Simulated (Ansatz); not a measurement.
# Eu (dhcp): how the settings move a single-point run

Question: which choices in the input matter for Eu (dhcp)?

Computed with Ansatz 0.2.0 (reference: DFT PBE, spin-orbit coupling, plane waves, PAW, unless a step's input says otherwise).

1 further run of the same task is left out (set aside as unsound or not needed).

## (1) The system as given

Symmetry: P6_3/mmc, No. 194, hexagonal system. The conventional cell has a = 3.871 Å, b = 3.871 Å, c = 12.645 Å, α = 90.00°, β = 90.00°, γ = 120.00°. Eu (site symmetry -3m) is surrounded by 12 Eu at 3.87 Å. Around Eu (site symmetry -6m2) lie 12 Eu at 3.87 Å.

As a file:

```
CELL_PARAMETERS angstrom
3.87073 0.00000 0.00000
-1.93536 3.35215 0.00000
0.00000 0.00000 12.64468
ATOMIC_POSITIONS crystal
Eu 0.00000 0.00000 0.00000
Eu 0.00000 0.00000 0.50000
Eu 0.33333 0.66667 0.25000
Eu 0.66667 0.33333 0.75000
```

## (2) Reference

input.yaml

```yaml
crystal:
  lattice:
    - [3.8707250386, 0.0, 0.0]
    - [-1.9353625193, 3.3521462145, 0.0]
    - [0.0, 0.0, 12.6446756337]
  atoms:
    - { symbol: Eu, position: [0.0, 0.0, 0.0], spin: 7.14, spin_axis: [0.0, 0.0, 1.0] }
    - { symbol: Eu, position: [0.0, 0.0, 0.5], spin: 7.14, spin_axis: [0.0, 0.0, 1.0] }
    - { symbol: Eu, position: [0.3333333333, 0.6666666667, 0.25], spin: 7.13, spin_axis: [0.0, 0.0, 1.0] }
    - { symbol: Eu, position: [0.6666666667, 0.3333333333, 0.75], spin: 7.13, spin_axis: [0.0, 0.0, 1.0] }
basis:
  ecutwfc: 420
  ecutrho_ratio: 4
kpoints:
  mp_grid: { grid: [12, 12, 4] }
  band_path:
    path:
      - [[0.0, 0.0, 0.0], [0.5, 0.0, 0.0], [0.33333333, 0.33333333, 0.0], [0.0, 0.0, 0.0], [0.0, 0.0, 0.5], [0.5, 0.0, 0.5], [0.33333333, 0.33333333, 0.5], [0.0, 0.0, 0.5]]
      - [[0.5, 0.0, 0.5], [0.5, 0.0, 0.0]]
      - [[0.33333333, 0.33333333, 0.5], [0.33333333, 0.33333333, 0.0]]
    npoints: 10
hamiltonian:
  xc: pbe
scf:
  occupations: { method: gaussian, width: 0.05 }
  lower_state_search: "off"
  n_extra_bands: 88
output:
  forces: true
  stress: true
  eigenvalues: true
  populations: true
  hubbard: { sites: [{ species: Eu, l: f }] }
  dos: { projected: true, de: 0.02, nscf_kmesh: { grid: [18, 18, 6] } }
  bader: true
  write_density: true
  write_potential: true
  elf: true
  volumetric_format: npy
magnetization:
  noncollinear: true
  spin_orbit: true
checkpoint:
  read: start.run
  write: ck
  compress: false
  write_wavefunctions: false
  write_every: 100000
```

On the command line:

```sh
> ansatz run input.yaml --threads 4 --pin off --max-ram 8192MiB --backend cpu --events-out ev --progress --plain --runs-dir out
```

From the output:

```text
[...]
Basis set: ecut = 420 eV, 3235 PW (Γ), exchange–correlation on 54×54×180 points (8 copies of the dense FFT grid, shifted against one another)
[...]
Magnetic group: BNS 194.270 (UNI 1500), of the structure as read, at distance tolerance 5.5e-5 Å
k-points: 57 of 576 (time reversal used)
[...]
SCF iter   1: F=—  HF=-35103.008194 eV  |F-HF|=—  |Δ(HF+E_count)|=         —  Δρ=4.66e-6  dr2=4.70e-8  dr2_m=5.14e-9  ethr=1.34e-5  |M|=2.99e1 ∫|m|=2.99e1 μB  |m|>n=0.0e0 m-floor=0.0e0 τ_xc=1.5e-2 mc-row=0.0e0  β_m=0.30  ⟨swp⟩=7.9  Hψ=66561  notcnv=0  defer=20
[...]
preconditioner: auto → Kerker (q_TF=auto, 2.356 Å⁻¹)  [metal: Δε(μ)=0.014 eV  Ē_g=10.990 eV  σ=0.050 eV  W_gap=0.15  n_scr=38 (ndim 8)  ℏωp=20.9 eV  f_vac=0.000  D(μ)=6.39/eV (n_scr^D=52)]
[...]
SCF iter   2: F=—  HF=-35103.008249 eV  |F-HF|=—  |Δ(HF+E_count)|=   5.52e-5  Δρ=8.62e-6  dr2=1.10e-7  dr2_m=2.45e-8  ethr=6.90e-11  |M|=2.99e1 ∫|m|=2.99e1 μB  |m|>n=0.0e0 m-floor=0.0e0 τ_xc=1.5e-2 mc-row=0.0e0  β_m=0.30  ⟨swp⟩=18.0  Hψ=90704  notcnv=0
SCF iter   3: F=-35103.008249 eV  HF=-35103.008249 eV  |F-HF|=1.55e-8  |Δ(HF+E_count)|=   1.10e-8  Δρ=2.97e-6  dr2=1.46e-8  dr2_m=2.31e-9  ethr=6.90e-11  |M|=2.99e1 ∫|m|=2.99e1 μB  |m|>n=0.0e0 m-floor=0.0e0 τ_xc=1.5e-2 mc-row=0.0e0  ⟨swp⟩=6.3  Hψ=37329  notcnv
[...]
SCF converged after 3 iterations
Magnetization: |M| = 29.9364 μB,  M = (-0.0000, +0.0000, +29.9364) μB
[...]
Free energy (F): -35103.008249 eV
[...]
E sigma→0 (E₀):  -35103.004256 eV
[...]
Fermi energy:    9.341737 eV
[...]
  P = ⅓ Tr σ = -0.0009 GPa (-0.009 kbar)
[...]
```

Run time: 4.7 min. Hardware: 4 threads of AMD EPYC 9R45 (Zen 5), shared host; peak memory 4.8 GiB.

## (3) Changing settings: xc_grid 1, accuracy medium, lower_state_search left out

input.yaml

```yaml
crystal:
  lattice:
    - [3.870725038605, 0.0, 0.0]
    - [-1.935362519302, 3.352146214496, 0.0]
    - [0.0, 0.0, 12.6446756337]
  atoms:
    - { symbol: Eu, position: [0.0, 0.0, 0.0], spin: 7.0, spin_axis: [0.0, 0.0, 1.0] }
    - { symbol: Eu, position: [0.0, 0.0, 0.5], spin: 7.0, spin_axis: [0.0, 0.0, 1.0] }
    - { symbol: Eu, position: [0.3333333333333, 0.6666666666667, 0.25], spin: 7.0, spin_axis: [0.0, 0.0, 1.0] }
    - { symbol: Eu, position: [0.6666666666667, 0.3333333333333, 0.75], spin: 7.0, spin_axis: [0.0, 0.0, 1.0] }
basis:
  ecutwfc: 420
  ecutrho_ratio: 4
  xc_grid: 1
kpoints:
  mp_grid: { grid: [12, 12, 4] }
hamiltonian:
  xc: pbe
scf:
  occupations: { method: gaussian, width: 0.05 }
output:
  forces: true
  stress: true
magnetization:
  noncollinear: true
  spin_orbit: true
accuracy: medium
```

On the command line:

```sh
> ansatz run input.yaml --threads 4 --pin off --max-ram 8192MiB --backend cpu --events-out ev --progress --plain --runs-dir out
```

Standard output, cut to the lines that bear on the results:

```text
Warning: output.stress: scf.convergence.dr2_threshold = 1e-7 eV (the SCF's general default) is looser than the 4e-10 eV advised for a printed stress (1e-10 eV for each atom of the cell: 4). What an SCF threshold leaves in a stress goes as its square root, and in the free energy as the [...]
Warning: RAYON_NUM_THREADS=4 ignored (pool sized by the plan → 4); use --threads N
band count auto-derived: 118, from the close of a first SCF at 82 (N_el = 68.0; filled up to band 68; 82 by the electrons, moments and atoms)
[...]
Pseudopotentials: kind: paw_fr
Pseudopotential: Eu, paw_fr, valence charge 17, recommended cutoff 420 eV (normal), Eu.paw.azcp#standard-fr
Functional definition: PBE
[...]
Crystal: 4 atoms, lattice volume = 164.068 Å³
Basis set: ecut = 420 eV, 3235 PW (Γ)
Bands: 82, of which v1, the nominal top of the filled ones, is band 68 counted from 1 (67 counted from 0)
Symmetry: 12 space group operations + 12 with time reversal
Magnetic group: BNS 194.270 (UNI 1500), of the structure as read, at distance tolerance 5.5e-5 Å
k-points: 57 of 576 (time reversal used)
Projection manifold: j_resolved (fully-relativistic pseudo-atomic orbitals)
[...]
Starting moments: Σ|m| = 28 μB on 4 of 4 sites
[...]
SCF iter   1: F=—  HF=-35095.546598 eV  |F-HF|=—  |Δ(HF+E_count)|=         —  Δρ=5.43e-1  dr2=9.51e0  dr2_m=1.11e2  ethr=3.10e-3  |M|=3.18e1 ∫|m|=3.18e1 μB  |m|>n=0.0e0 m-floor=0.0e0 τ_xc=2.7e-14 mc-row=0.0e0  β_m=1.00  ⟨swp⟩=9.9  Hψ=29268  notcnv=0
[...]
Projection manifold: j_resolved (fully-relativistic pseudo-atomic orbitals)
[...]
Starting moments: Σ|m| = 28 μB on 4 of 4 sites; this step starts from the density that it was given
[...]
spin=Noncollinear: Kerker preconditioning applied to the charge; magnetization (m_x, m_y, m_z) channels mix plain (no charge-response kernel on spin).
[...]
SCF iter   3: F=-35103.008294 eV  HF=-35103.008294 eV  |F-HF|=3.11e-9  |Δ(HF+E_count)|=   4.60e-9  Δρ=9.61e-7  dr2=3.99e-9  dr2_m=2.10e-10  ethr=4.80e-11  |M|=2.99e1 ∫|m|=2.99e1 μB  |m|>n=0.0e0 m-floor=0.0e0 τ_xc=1.5e-2 mc-row=0.0e0  ⟨swp⟩=2.5  Hψ=17816  notcnv=0
[...]
SCF converged after 23 iterations (20 of them on 82 bands)
Magnetization: |M| = 29.9366 μB,  M = (-0.0000, +0.0000, +29.9366) μB
Absolute magnetization: 29.9370 μB (∫|m|, with the PAW one-centre terms)
  site 0: m = (+0.0000, -0.0000, +7.1357) μB, |m| = 7.1357 μB  (R = 1.60 Å)
  site 1: m = (-0.0000, +0.0000, +7.1357) μB, |m| = 7.1357 μB  (R = 1.60 Å)
  site 2: m = (-0.0000, +0.0000, +7.1273) μB, |m| = 7.1273 μB  (R = 1.60 Å)
  site 3: m = (+0.0000, -0.0000, +7.1273) μB, |m| = 7.1273 μB  (R = 1.60 Å)
Free energy (F): -35103.008294 eV
[...]
E sigma→0 (E₀):  -35103.004302 eV
Entropy (-TS):   -0.007986 eV (-1.996 meV/atom)
Fermi energy:    9.341726 eV
[...]
--- Forces (eV/Å), atoms counted from 1 ---
  atom   1  Eu     0.00000000     0.00000000     0.00000000
  atom   2  Eu     0.00000000     0.00000000     0.00000000
  atom   3  Eu    -0.00000000    -0.00000000     0.00000000
  atom   4  Eu     0.00000000     0.00000000     0.00000000
[...]
--- Stress (GPa, compression-positive) ---
        0.035673       0.000000      -0.000000
        0.000000       0.035673      -0.000000
        0.000000      -0.000000      -0.072822
  P = ⅓ Tr σ = -0.0005 GPa (-0.005 kbar)
--- Band table (eV; the first three rows and the last of 57) ---
[...]
```

It took 1.8 min on 4 threads of AMD EPYC 9R45 (Zen 5), shared host; peak memory 2.9 GiB.

Changing the numerical grids, accuracy level and search for lower states leaves the energy as it was (0.0 meV/atom).

## (4) Changed: chi_scale 0.0, lower_state_search left out

input.yaml

```yaml
crystal:
  lattice:
    - [3.870725038605, 0.0, 0.0]
    - [-1.935362519302, 3.352146214496, 0.0]
    - [0.0, 0.0, 12.6446756337]
  atoms:
    - { symbol: Eu, position: [0.0, 0.0, 0.0], spin: 7.0, spin_axis: [0.0, 0.0, 1.0] }
    - { symbol: Eu, position: [0.0, 0.0, 0.5], spin: 7.0, spin_axis: [0.0, 0.0, 1.0] }
    - { symbol: Eu, position: [0.3333333333333, 0.6666666666667, 0.25], spin: 7.0, spin_axis: [0.0, 0.0, 1.0] }
    - { symbol: Eu, position: [0.6666666666667, 0.3333333333333, 0.75], spin: 7.0, spin_axis: [0.0, 0.0, 1.0] }
basis:
  ecutwfc: 420
  ecutrho_ratio: 4
kpoints:
  mp_grid: { grid: [12, 12, 4] }
hamiltonian:
  xc: pbe
scf:
  occupations: { method: gaussian, width: 0.05 }
  initial_density: { chi_scale: 0.0 }
output:
  forces: true
  stress: true
  write_density: true
  write_potential: true
  elf: true
  volumetric_format: npy
magnetization:
  noncollinear: true
  spin_orbit: true
```

On the command line:

```sh
> ansatz run input.yaml --threads 4 --pin off --max-ram 8192MiB --backend cpu --events-out ev --progress --plain --runs-dir out
```

Standard output, cut to the lines that bear on the results:

```text
Warning: output.stress: scf.convergence.dr2_threshold = 1e-7 eV (the SCF's general default) is looser than the 4e-10 eV advised for a printed stress (1e-10 eV for each atom of the cell: 4). What an SCF threshold leaves in a stress goes as its square root, and in the free energy as the [...]
Warning: RAYON_NUM_THREADS=4 ignored (pool sized by the plan → 4); use --threads N
band count auto-derived: 118, from the close of a first SCF at 82 (N_el = 68.0; filled up to band 68; 82 by the electrons, moments and atoms)
[...]
[... 3 set-up lines as earlier in the session ...]
[...]
Crystal: 4 atoms, lattice volume = 164.068 Å³
Basis set: ecut = 420 eV, 3235 PW (Γ), exchange–correlation on 54×54×180 points (8 copies of the dense FFT grid, shifted against one another)
Bands: 82, of which v1, the nominal top of the filled ones, is band 68 counted from 1 (67 counted from 0)
[... 1 set-up line as earlier in the session ...]
[...]
SCF converged after 23 iterations (20 of them on 82 bands)
Magnetization: |M| = 29.9365 μB,  M = (+0.0000, -0.0000, +29.9365) μB
Absolute magnetization: 29.9369 μB (∫|m|, with the PAW one-centre terms)
  site 0: m = (+0.0000, -0.0000, +7.1357) μB, |m| = 7.1357 μB  (R = 1.60 Å)
  site 1: m = (-0.0000, +0.0000, +7.1357) μB, |m| = 7.1357 μB  (R = 1.60 Å)
  site 2: m = (-0.0000, +0.0000, +7.1273) μB, |m| = 7.1273 μB  (R = 1.60 Å)
  site 3: m = (+0.0000, -0.0000, +7.1273) μB, |m| = 7.1273 μB  (R = 1.60 Å)
Free energy (F): -35103.008249 eV
[...]
E sigma→0 (E₀):  -35103.004256 eV
Entropy (-TS):   -0.007986 eV (-1.996 meV/atom)
Fermi energy:    9.341723 eV
[...]
--- Forces (eV/Å), atoms counted from 1 ---
  atom   1  Eu     0.00000000    -0.00000000     0.00000000
  atom   2  Eu     0.00000000    -0.00000000     0.00000000
  atom   3  Eu    -0.00000000    -0.00000000     0.00000000
  atom   4  Eu     0.00000000     0.00000000     0.00000000
[...]
--- Stress (GPa, compression-positive) ---
        0.035578       0.000000      -0.000000
        0.000000       0.035578      -0.000000
       -0.000000      -0.000000      -0.072788
  P = ⅓ Tr σ = -0.0005 GPa (-0.005 kbar)
--- Band table (eV; the first three rows and the last of 57) ---
[...]
```

Run time: 2 min. Hardware: 4 threads of AMD EPYC 9R45 (Zen 5), shared host; peak memory 2.9 GiB.

The changed input (start and search for lower states) leaves the energy the same to the digits printed.

## (5) Changing settings: dr2_threshold 1.0e-11, accuracy medium, lower_state_search left out

input.yaml

```yaml
crystal:
  lattice:
    - [3.870725038605, 0.0, 0.0]
    - [-1.935362519302, 3.352146214496, 0.0]
    - [0.0, 0.0, 12.6446756337]
  atoms:
    - { symbol: Eu, position: [0.0, 0.0, 0.0], spin: 7.0, spin_axis: [0.0, 0.0, 1.0] }
    - { symbol: Eu, position: [0.0, 0.0, 0.5], spin: 7.0, spin_axis: [0.0, 0.0, 1.0] }
    - { symbol: Eu, position: [0.3333333333333, 0.6666666666667, 0.25], spin: 7.0, spin_axis: [0.0, 0.0, 1.0] }
    - { symbol: Eu, position: [0.6666666666667, 0.3333333333333, 0.75], spin: 7.0, spin_axis: [0.0, 0.0, 1.0] }
basis:
  ecutwfc: 420
  ecutrho_ratio: 4
kpoints:
  mp_grid: { grid: [12, 12, 4] }
hamiltonian:
  xc: pbe
scf:
  occupations: { method: gaussian, width: 0.05 }
  convergence: { dr2_threshold: 1.0e-11 }
output:
  forces: true
  stress: true
magnetization:
  noncollinear: true
  spin_orbit: true
accuracy: medium
```

On the command line:

```sh
> ansatz run input.yaml --threads 4 --pin off --max-ram 8192MiB --backend cpu --events-out ev --progress --plain --runs-dir out
```

Standard output, cut to the lines that bear on the results:

```text
Warning: RAYON_NUM_THREADS=4 ignored (pool sized by the plan → 4); use --threads N
band count auto-derived: 118, from the close of a first SCF at 82 (N_el = 68.0; filled up to band 68; 82 by the electrons, moments and atoms)
[...]
[... 3 set-up lines as earlier in the session ...]
[...]
Crystal: 4 atoms, lattice volume = 164.068 Å³
Basis set: ecut = 420 eV, 3235 PW (Γ), exchange–correlation on 54×54×180 points (8 copies of the dense FFT grid, shifted against one another)
Bands: 82, of which v1, the nominal top of the filled ones, is band 68 counted from 1 (67 counted from 0)
[... 1 set-up line as earlier in the session ...]
Magnetic group: BNS 194.270 (UNI 1500), of the structure as read, at distance tolerance 5.5e-5 Å
k-points: 57 of 576 (time reversal used)
[...]
Absolute magnetization: 29.9369 μB (∫|m|, with the PAW one-centre terms)
  site 0: m = (+0.0000, -0.0000, +7.1357) μB, |m| = 7.1357 μB  (R = 1.60 Å)
  site 1: m = (-0.0000, +0.0000, +7.1357) μB, |m| = 7.1357 μB  (R = 1.60 Å)
  site 2: m = (-0.0000, -0.0000, +7.1273) μB, |m| = 7.1273 μB  (R = 1.60 Å)
  site 3: m = (+0.0000, -0.0000, +7.1273) μB, |m| = 7.1273 μB  (R = 1.60 Å)
Free energy (F): -35103.008249 eV
[...]
E sigma→0 (E₀):  -35103.004256 eV
Entropy (-TS):   -0.007986 eV (-1.996 meV/atom)
Fermi energy:    9.341722 eV
[...]
--- Forces (eV/Å), atoms counted from 1 ---
  atom   1  Eu     0.00000000     0.00000000     0.00000000
  atom   2  Eu    -0.00000000     0.00000000     0.00000000
  atom   3  Eu    -0.00000000    -0.00000000     0.00000000
  atom   4  Eu     0.00000000     0.00000000     0.00000000
[...]
--- Stress (GPa, compression-positive) ---
        0.035527       0.000000      -0.000000
        0.000000       0.035527      -0.000000
       -0.000000      -0.000000      -0.072854
  P = ⅓ Tr σ = -0.0006 GPa (-0.006 kbar)
--- Band table (eV; the first three rows and the last of 57) ---
[...]
```

Run time: 2.4 min. Hardware: 4 threads of AMD EPYC 9R45 (Zen 5), shared host; peak memory 2.9 GiB.

The changed input (convergence setting, accuracy level and search for lower states) leaves the energy the same to the digits printed.

## (6) All runs together

| run | ending | energy change | pressure (GPa) | gap (eV) | abs. moment (μB) | force (eV/Å) | cycles | time |
| --- | --- | --- | --- | --- | --- | --- | --- | --- |
| reference | converged | 0 | 0.0 | 0.00 | 29.94 | 0.00 | - | 4.7 min |
| 1: xc_grid 1, accuracy medium, lower_state_search left out | converged | 0.0 meV/atom | 0.0 | 0.00 | 29.94 | 0.00 | 23 | 1.8 min |
| 2: chi_scale 0.0, lower_state_search left out | converged | 0.0 meV/atom | 0.0 | 0.00 | 29.94 | 0.00 | 23 | 2 min |
| 3: dr2_threshold 1.0e-11, accuracy medium, lower_state_search left out | converged | 0.0 meV/atom | 0.0 | 0.00 | 29.94 | 0.00 | 36 | 2.4 min |

Times don't compare one to one where runs were asked for different outputs or read a saved state (see the inputs); cycles may leave out searches for a lower state.

Residual by cycle in the longest SCF loop of each run; runs are numbered as in the table. The quantity is the density residual dr2, in eV.

| cycle | reference | run 1 | run 2 | run 3 |
| --- | --- | --- | --- | --- |
| 1 | 4.7e-8 | 9.51 | 9.51 | 9.51 |
| 3 | 1.5e-8 | 0.165 | 0.164 | 0.164 |
| 6 | - | 27.9 | 28 | 28 |
| 8 | - | 0.0973 | 0.0972 | 0.0972 |
| 10 | - | 0.0144 | 0.0144 | 0.0144 |
| 12 | - | 0.00196 | 0.00196 | 0.00196 |
| 15 | - | 2.6e-6 | 2.3e-6 | 2.3e-6 |
| 17 | - | 7.0e-7 | 4.3e-7 | 4.6e-7 |
| 19 | - | 1.8e-7 | 1.5e-7 | 1.7e-7 |
| 21 | - | - | - | 3.0e-9 |
| 24 | - | - | - | 2.7e-11 |
| 26 | - | - | - | 6.4e-12 |

Of the converged runs whose energies compare with the reference's, none moves it noticeably.
